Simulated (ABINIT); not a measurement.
Input of an ABINIT 10.8.3 (patched build) run:

run.abi

```
# Datasets: one volume each
ndtset 7
getwfk -1
scalecart1 3*0.9795861087
scalecart2 3*0.9864848297
scalecart3 3*0.9932883884
scalecart4 3*1.0000000000
scalecart5 3*1.0066227096
scalecart6 3*1.0131594038
scalecart7 3*1.0196128224

# Pseudopotentials
pp_dirpath "./"
pseudos "Te.LDA_PW-JTH.xml, Cd.LDA_PW-JTH.xml"

# Structure
acell 4.5325544674 4.5325544674 4.5325544674 Angstrom
rprim
     0.0000000000     0.7071067812     0.7071067812
     0.7071067812     0.0000000000     0.7071067812
     0.7071067812     0.7071067812     0.0000000000
ntypat 2
znucl 52 48
natom 2
typat 1 2
xred
     0.7500000000     0.7500000000     0.7500000000
     0.0000000000     0.0000000000     0.0000000000

# Plane-wave basis
ecut 17.0
pawecutdg 34.0

# k points
kptopt 1
ngkpt 7 7 7
nshiftk 1
shiftk 0.0 0.0 0.0

# Exchange and correlation
ixc -1007

# Bands and occupations
nband 13
occopt 3
tsmear 0.05 eV

# SCF cycle
nstep 100
tolvrs 1.0e-9

# Output
iomode 3
prtwf 1
prtden 0
prteig 0
prtebands 0
enunit 1
```

Potentials or basis: JTH PAW LDA v2.0.

The run is started by

```bash
$ abinit run.abi > log 2>&1
```

Question: Predict the pressure derivative of the bulk modulus.

Answer: 4.8.

Question: What does it give for the bulk modulus?

Answer: 47 GPa.

Question: Predict the equilibrium volume.

Answer: 32.96 Å³/atom.

Energy against volume, from the lowest point:
```
volume (Å³/atom)  energy (meV/atom)
          30.947              20.27
          31.605               8.91
          32.263               2.24
          32.922               0.00
          33.580               1.75
          34.239               6.63
          34.897              14.80
```

Caveat: the cutoff is too short for stress, so the log's stress isn't used; pressures at fixed basis lie under the slope of the energies. Spin-orbit coupling is left out, which matters for the levels of Te.

**What was measured.**

“Multiscale insight into the Cd1-xZnxTe vibrational-mechanical properties -- High-pressure experiments and ab initio calculations”, 2023, arxiv:2306.14539 quotes, for a powder of CdTe: bulk modulus 42 ± 2 GPa.

Against the measured bulk modulus of CdTe, 42 GPa (powder; quoted in “Multiscale insight into the Cd1-xZnxTe vibrational-mechanical properties -- High-pressure experiments and ab initio calculations”, 2023, arxiv:2306.14539), the calculated 47 GPa is off by +10.8 %. The fit is for a static lattice scaled at fixed shape and fixed fractional positions.
